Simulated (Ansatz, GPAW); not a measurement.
Au3Cu: energy against volume and a worked fit

```xyz
4
Lattice="3.9800 0.0000 0.0000 0.0000 3.9800 0.0000 0.0000 0.0000 3.9800" Properties=species:S:1:pos:R:3 pbc="T T T"
Au    1.9900    1.9900    0.0000
Au    1.9900    0.0000    1.9900
Au    0.0000    1.9900    1.9900
Cu    0.0000    0.0000    0.0000
```

The cell was scaled at fixed shape and fractions and run with Ansatz, all-electron LAPW, scalar-relativistic; PBEsol, k mesh 7 × 7 × 7 on the cell of 4 atoms, fermi-dirac occupations of 0.05 eV, no spin polarisation, no spin-orbit coupling. Energies are those that the program minimises, any entropy of the smearing included. For a metal such a mesh isn't converged to the digits shown.

| V (Å³/atom) | energy over the lowest row (meV/atom) |
| --- | --- |
| 14.8155 | 28.47 |
| 15.1308 | 10.65 |
| 15.4460 | ? |
| 15.7612 | 0.00 |
| 16.0764 | 5.15 |
| 16.3916 | 16.12 |
| 16.7069 | 32.15 |

Fit the third-order Birch-Murnaghan form, give V0, B0 and B′, and predict the energy left open.

With y = (V0/V)^(2/3), E = E0 + (9 V0 B0/16) [(y - 1)³ B′ + (y - 1)² (6 - 4y)]. Least squares through the rows shown give V0 = 15.6698 Å³/atom, E0 = -0.28 meV, B0 = 174.6 GPa (1 eV/Å³ = 160.218 GPa) and B′ = 5.67, with a largest miss of 0.01 meV. At V = 15.4460 the form with these constants gives 1.52 meV; the run gave 1.51 meV an atom. Other set-ups at this level, from all their volumes (Å³/atom, GPa): GPAW, PAW data sets generated for this functional: V0 15.933, B0 171.6.

The curve is that of a stiff, close-packed metal, with its minimum slightly below the volume of the lowest row. It rises more steeply on compression than on expansion, and B′ = 5.67 expresses the same asymmetry. Squeezing the lattice drives the filled d shells of Au and Cu into one another and raises the kinetic energy of the sp electrons, whereas stretching only gradually weakens the metallic bonding. Much of the stiffness probably comes from gold, whose relativistically contracted 6s and expanded 5d shells strengthen both s-d hybridisation and d-shell contact.

The close match at the omitted volume shows that the curve is smooth and the interpolation sound; it says little about the accuracy of the equilibrium constants themselves. The PAW volume is larger and its modulus lower, the usual pairing for a softer lattice, and the gap in volume far exceeds the fitting error, perhaps reflecting the treatment of the gold core. Without energies for the elements or a disordered alloy, nothing follows about the tendency to order.
